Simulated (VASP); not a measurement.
# Ta (Im-3m) in VASP: relaxation of cell and atoms with PBE

Aim: the relaxation of cell and atoms of Ta with PBE.

Everything below comes from runs of VASP 6.6.1. Logs are shortened: lines on timing, memory, paths and dates and some standing lists are left out, and cuts for length are marked.

### Step 1. The crystal as given

The structure is cubic, space group Im-3m (No. 229). The conventional cell has a = 3.303 Å, b = 3.303 Å, c = 3.303 Å, α = 90.00°, β = 90.00°, γ = 90.00°. Ta (site symmetry m-3m) is surrounded by 8 Ta at 2.86 Å.

### Step 2. Relaxation of cell and atoms, PBE

The input, INCAR:

```
PREC = Accurate
ENCUT = 520
EDIFF = 0.05
ISMEAR = 0
SIGMA = 0.1
LREAL = False
LASPH = True
NELM = 100
ALGO = Fast
ISIF = 3
LWAVE = False
LCHARG = False
GGA = PE
IBRION = 2
NSW = 80
EDIFFG = -0.002
```

The input, KPOINTS:

```
regular mesh
0
Gamma
  18 18 18
```

The input, POSCAR:

```
Ta
1.0
   -1.6512800000      1.6512800000      1.6512800000
    1.6512800000     -1.6512800000      1.6512800000
    1.6512800000      1.6512800000     -1.6512800000
Ta
1
Direct
    0.0000000000      0.0000000000      0.0000000000
```

Potentials or basis: VASP PAW PBE potentials, release 64 (Ta_pv).

Launch:

```console
> cat potpaw_PBE.64/Ta_pv/POTCAR > POTCAR
> mpirun -np 1 vasp_std > vasp.out
```

OUTCAR:

```text
PREC = Accurate
   ENCUT = 520
   EDIFF = 0.05
   ISMEAR = 0
   LREAL = False
   LASPH = True
   NELM = 100
   ISIF = 3
   GGA = PE
   IBRION = 2
   NSW = 80
   EDIFFG = -0.002

 ion  position               nearest neighbor table
   1  0.000  0.000  0.000-

  LATTYP: Found a body centered cubic cell.
 ALAT       =     3.3025600000

  Lattice vectors:

 A1 = (  -1.6512800000,   1.6512800000,   1.6512800000)
 A2 = (   1.6512800000,  -1.6512800000,   1.6512800000)
 A3 = (   1.6512800000,   1.6512800000,  -1.6512800000)

Analysis of symmetry for initial positions (statically):
=====================================================================
 Subroutine PRICEL returns:
 Original cell was already a primitive cell.

 Routine SETGRP: Setting up the symmetry group for a
 body centered cubic supercell.

 Subroutine GETGRP returns: Found 48 space group operations
 (whereof 48 operations were pure point group operations)
 out of a pool of 48 trial point group operations.

The static configuration has the point symmetry O_h .

Analysis of symmetry for dynamics (positions and initial velocities):
=====================================================================
 Subroutine PRICEL returns:
 Original cell was already a primitive cell.

 Routine SETGRP: Setting up the symmetry group for a
 body centered cubic supercell.

 Subroutine GETGRP returns: Found 48 space group operations
 (whereof 48 operations were pure point group operations)
 out of a pool of 48 trial point group operations.

The dynamic configuration has the point symmetry O_h .

 Subroutine INISYM returns: Found 48 space group operations
 (whereof 48 operations are pure point group operations),
 and found     1 'primitive' translations

----------------------------------------------------------------------------------------

                                     Primitive cell

  volume of cell :      18.0104

  direct lattice vectors                    reciprocal lattice vectors
    -1.651280000  1.651280000  1.651280000     0.000000000  0.302795407  0.302795407
     1.651280000 -1.651280000  1.651280000     0.302795407  0.000000000  0.302795407
     1.651280000  1.651280000 -1.651280000     0.302795407  0.302795407  0.000000000

  length of vectors
     2.860100858  2.860100858  2.860100858     0.428217371  0.428217371  0.428217371

  position of ions in fractional coordinates (direct lattice)
     0.000000000  0.000000000  0.000000000

  ion indices of the primitive-cell ions
   primitive index   ion index
                 1           1

----------------------------------------------------------------------------------------

 KPOINTS: regular mesh

Automatic generation of k-mesh.
 Grid dimensions read from file:
 generate k-points for:   18   18   18

 Generating k-lattice:

  Cartesian coordinates                     Fractional coordinates (reciprocal lattice)
     0.000000000  0.016821967  0.016821967     0.055555556  0.000000000  0.000000000
     0.016821967  0.000000000  0.016821967     0.000000000  0.055555556  0.000000000
     0.016821967  0.016821967  0.000000000     0.000000000  0.000000000  0.055555556

  Length of vectors
     0.023789854  0.023789854  0.023789854

  Shift w.r.t. Gamma in fractional coordinates (k-lattice)
     0.000000000  0.000000000  0.000000000

 Subroutine IBZKPT returns following result:
 ===========================================

 Found    195 irreducible k-points:

 Following reciprocal coordinates:
            Coordinates               Weight
  0.000000  0.000000  0.000000      1.000000
  0.055556  0.000000  0.000000     12.000000
  0.111111  0.000000  0.000000     12.000000
  0.166667  0.000000  0.000000     12.000000
  0.222222  0.000000  0.000000     12.000000
  0.277778  0.000000  0.000000     12.000000
[... 16 lines left out ...]
  0.333333  0.111111  0.000000     48.000000
  0.388889  0.111111  0.000000     48.000000
 [... further k-points ...]
   k-points           NKPTS =    195   k-points in BZ     NKDIM =    195   number of bands    NBANDS=      9
   number of dos      NEDOS =    301   number of ions     NIONS =      1
   total plane-waves  NPLWV =  13824
   dimension x,y,z NGX =    24 NGY =   24 NGZ =   24
   dimension x,y,z NGXF=    48 NGYF=   48 NGZF=   48
   ions per type =               1
   NGX,Y,Z   is equivalent  to a cutoff of  13.95, 13.95, 13.95 a.u.
   NGXF,Y,Z  is equivalent  to a cutoff of  27.90, 27.90, 27.90 a.u.
 SYSTEM =  unknown system
   PREC   = accura    normal or accurate (medium, high low for compatibility)
   ISTART =      0    job   : 0-new  1-cont  2-samecut
   ICHARG =      2    charge: 1-file 2-atom 10-const
   ISPIN  =      1    spin polarized calculation?
   LNONCOLLINEAR =      F non collinear calculations
   LSORBIT =      F    spin-orbit coupling
   LASPH  =      T    aspherical Exc in radial PAW
   ENCUT  =  520.0 eV  38.22 Ry    6.18 a.u.   5.32  5.32  5.32*2*pi/ulx,y,z
   NELM   =    100;   NELMIN=  2; NELMDL= -5     # of ELM steps
   EDIFF  = 0.5E-01   stopping-criterion for ELM
   LREAL  =      F    real-space projection
   EDIFFG = -.2E-02   stopping-criterion for IOM
   NSW    =     80    number of steps for IOM
   IBRION =      2    ionic relax: 0-MD 1-quasi-New 2-CG
   NFREE  =      1    steps in history (QN), initial steepest desc. (CG)
   ISIF   =      3    stress and relaxation
   ISYM   =      2    0-nonsym 1-usesym 2-fastsym
   POTIM  = 0.5000    time-step for ionic-motion
   TEBEG  =    0.0;   TEEND  =   0.0 temperature during run
   PSTRESS=    0.0 pullay stress
   NELECT =      11.0000    total number of electrons
   NUPDOWN=      -1.0000    fix difference up-down
   EMIN   =  10.00;   EMAX   =-10.00  energy-range for DOS
   EFERMI =   0.00;   METHOD = LEGACY
   ISMEAR =     0;   SIGMA  =   0.10  broadening in eV -4-tet -1-fermi 0-gaus
   EFERMI_NEDOS =   21; number of points for ismear=-14 and -15
   IALGO  =     68    algorithm
   IMIX   =      4    mixing-type and parameters
     AMIX     =   0.40;   BMIX     =  1.00
     AMIX_MAG =   1.60;   BMIX_MAG =  1.00
  volume/ion in A,a.u.               =      18.01       121.54
  Fermi-wavevector in a.u.,A,eV,Ry     =   1.388988  2.624806 26.249534  1.929286
  Thomas-Fermi vector in A             =   2.513061
   LORBIT       =      0    0 simple, 1 ext, 2 COOP (PROOUT), +10 PAW based schemes
   GGA     = PE    functional components
   LHFCALC =     F    Hartree Fock is set to
   AEXX    =    0.0000 exact exchange contribution
   IVDW    =     0    specifies the selected vdW correction
   LEPSILON=     F    determine dielectric tensor
   LRPA    =     F    only Hartree local field effects (RPA)
 conjugate gradient relaxation of ions
 non-spin polarized calculation
 RMM-DIIS sequential band-by-band and
 Gauss-broadening in eV      SIGMA  =   0.10
  energy-cutoff  :      520.00
  volume of cell :       18.01
 maximum number of plane-waves:       498
 NGX is ok and might be reduce to    24
   NGX = 11   NGY = 11   NGZ = 11

--------------------------------------- Ionic step        1  -------------------------------------------

 number of electron      11.0000002 magnetization

 Free energy of the ion-electron system (eV)
  ---------------------------------------------------
  ext. energy  EPLUGINS =         0.00000000
  ---------------------------------------------------
  free energy    TOTEN  =       -11.81334162 eV

  energy without entropy =      -11.80728054  energy(sigma->0) =      -11.81031108

------------------------ aborting loop because EDIFF is reached ----------------------------------------

  FORCE on cell =-STRESS in cart. coord.  units (eV):
  Direction    XX          YY          ZZ          XY          YZ          ZX
  --------------------------------------------------------------------------------------
  -------------------------------------------------------------------------------------
  Total        0.1416071      0.1416071      0.1416071      0.0000000     -0.0000000      0.0000000
  in kB       12.5971861     12.5971861     12.5971861      0.0000000     -0.0000000      0.0000000
  external PRESSURE =      12.5971861 kB  Pullay stress =       0.0000000 kB
[... 86 lines left out ...]
  FREE ENERGIE OF THE ION-ELECTRON SYSTEM (eV)
  ---------------------------------------------------
  free  energy   TOTEN  =       -11.7678508445 eV

  energy  without entropy=      -11.7611193903  energy(sigma->0) =      -11.76448512

[... ionic steps 4 to 39 ...]

--------------------------------------- Ionic step       40  -------------------------------------------

 number of electron      11.0000001 magnetization

------------------------ aborting loop because EDIFF is reached ----------------------------------------

  FORCE on cell =-STRESS in cart. coord.  units (eV):
  Direction    XX          YY          ZZ          XY          YZ          ZX
  --------------------------------------------------------------------------------------
  -------------------------------------------------------------------------------------
  Total       -0.0847567     -0.0847567     -0.0847567     -0.0000000     -0.0000000      0.0000000
  in kB       -7.4281293     -7.4281293     -7.4281293     -0.0000000     -0.0000000      0.0000000
  external PRESSURE =      -7.4281293 kB  Pullay stress =       0.0000000 kB
[... 55 lines left out ...]
  energy  without entropy=      -11.8101319570  energy(sigma->0) =      -11.81317468

--------------------------------------- Ionic step       42  -------------------------------------------

 number of electron      11.0000001 magnetization

 Free energy of the ion-electron system (eV)
  ---------------------------------------------------
  ext. energy  EPLUGINS =         0.00000000
  ---------------------------------------------------
  free energy    TOTEN  =       -11.81621442 eV

  energy without entropy =      -11.81012963  energy(sigma->0) =      -11.81317203

 E-fermi :   5.3827     XC(G=0): -12.5457

 val. band max:        5.3615150082   @ k =   0.1111   0.1111   0.0000
 cond. band min:       5.3857345294   @ k =   0.3333   0.1667   0.0556
 fundamental gap:      0.0242195212
 Fermi energy:         5.3827185714

 k-point     1 :       0.0000    0.0000    0.0000
  band No.  band energies     occupation
      1     -27.7519      2.00000
      2     -27.7519      2.00000
      3     -27.7519      2.00000
      4      -2.4903      2.00000
      5       6.1081      0.00000
      6       6.1081      0.00000
      7       6.1081      0.00000
      8       9.3315      0.00000
      9       9.3315      0.00000
[... 265 lines left out ...]
 k-point    24 :       0.3889    0.1111    0.0000
  band No.  band energies     occupation
      1     -28.8028      2.00000
      2     -28.1451      2.00000
      3     -27.8077      2.00000
      4       1.4417      2.00000
      5       3.9888      2.00000
      6       5.9902      0.00000
      7       9.0773      0.00000
      8      10.3458      0.00000
      9      13.1345      0.00000

 [... further k-points ...]
[... 5 lines left out ...]
  --------------------------------------------------------------------------------------
  -------------------------------------------------------------------------------------
  Total        0.0010510      0.0010510      0.0010510      0.0000000      0.0000000      0.0000000
  in kB        0.0921769      0.0921769      0.0921769      0.0000000      0.0000000      0.0000000
  external PRESSURE =       0.0921769 kB  Pullay stress =       0.0000000 kB
[... 16 lines left out ...]
  FREE ENERGIE OF THE ION-ELECTRON SYSTEM (eV)
  ---------------------------------------------------
  free  energy   TOTEN  =       -11.8162144200 eV

  energy  without entropy=      -11.8101296311  energy(sigma->0) =      -11.81317203

 reached required accuracy - stopping structural energy minimisation
```

Wall time 4.2 min (1 thread of Intel Xeon Platinum 8259CL at 2.50GHz (Skylake/Cascade Lake), shared host); peak memory 0.19 GiB.

What came out:

| Item | Value |
| --- | --- |
| Free energy | -11.8162 eV |
| Relaxed volume | 18.27 Å³/atom |
| Relaxed cell | a = 2.874 Å, b = 2.874 Å, c = 2.874 Å, α = 109.47°, β = 109.47°, γ = 109.47° |
| Space group after relaxing (to 0.05 Å) | Im-3m (No. 229) |
| Energy gained by relaxing | 2.9 meV/atom |
| Ionic steps | 42 |
| Pressure after relaxing | 0.0 GPa |
| Band gap on the k mesh | none (metal or under the smearing width) |

Step by step:
```
step  energy change (eV)  largest force (eV/Å)  pressure (GPa)  volume (Å³)
   1              0.0000                0.0000            1.26        18.01
   3              0.0455                0.0000           -9.69        19.53
   5             -0.0043                0.0000          -13.96        18.57
   7             -0.0021                0.0000           -2.44        18.43
   9             -0.0025                0.0000           -1.69        18.40
  11             -0.0048                0.0000           -7.60        18.04
  13              0.0117                0.0000            8.47        17.65
  15              0.0002                0.0000            7.08        17.97
  17             -0.0006                0.0000            3.52        18.02
  19             -0.0033                0.0000            5.64        18.19
  21              0.0503                0.0000          -10.46        19.60
  23              0.0029                0.0000          -13.60        18.79
  25              0.0023                0.0000           -4.81        18.68
  27             -0.0024                0.0000           -7.14        18.49
  29              0.0622                0.0000           13.73        16.99
  31              0.0014                0.0000           15.46        17.82
  33              0.0012                0.0000            4.79        17.94
  35             -0.0049                0.0000            8.43        18.22
  37             -0.0009                0.0000          -12.33        18.68
  39             -0.0030                0.0000           -3.20        18.31
  41             -0.0029                0.0000           -0.08        18.27
  42             -0.0029                0.0000            0.01        18.27
```

Final structure:
```
Ta
1.0
    -1.65913    1.65913    1.65913
     1.65913   -1.65913    1.65913
     1.65913    1.65913   -1.65913
Ta
1
Direct
  0.00000 0.00000 0.00000
```
